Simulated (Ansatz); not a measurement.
**Al3Ni2: strain energy, fitted**

Al3Ni2, P-3m1, a = 4.003 Å, c = 4.859 Å. Ansatz: PBEsol, PAW, 420 eV, Γ-centred 12×12×8 mesh on 5 atoms, Gaussian smearing 0.10 eV; no spin polarisation. Series: biaxial strain in the a-b plane, c and atoms relaxed; x is the strain in per cent. y is the free energy over the unstrained cell, V0 = 13.488 Å³/atom.

| x (%) | y (meV/atom) |
| --- | --- |
| -3.0 | ? |
| -2.0 | 11.57 |
| -1.0 | 2.84 |
| 0.0 | 0.00 |
| 1.0 | 2.75 |
| 2.0 | 10.70 |
| 3.0 | 23.50 |

Problem. Fit y = c2 x² + c3 x³ to the other rows, turn c2 into a modulus, and predict the missing energy.

Solution. Least squares on the rows shown. y = 2.7816 x² − 0.056436 x³. In eV per unit strain² c2 is 27.82; M is the biaxial modulus (E = M V0 ε²): 27.82 × 160.2 / (13.488) = 330 GPa. At x = -3.0 the fit asked for gives 26.56 meV/atom. The run gave 26.40 meV/atom, so the fit is 0.16 meV/atom too high, 0.61 % of the span of the series, against an rms of 0.02 meV/atom on the fitted rows. The row lies outside the fitted range. With a term in x⁴ added, a fit to the same known rows predicts 26.42 meV/atom, so most of the miss is curvature that the known rows already hold.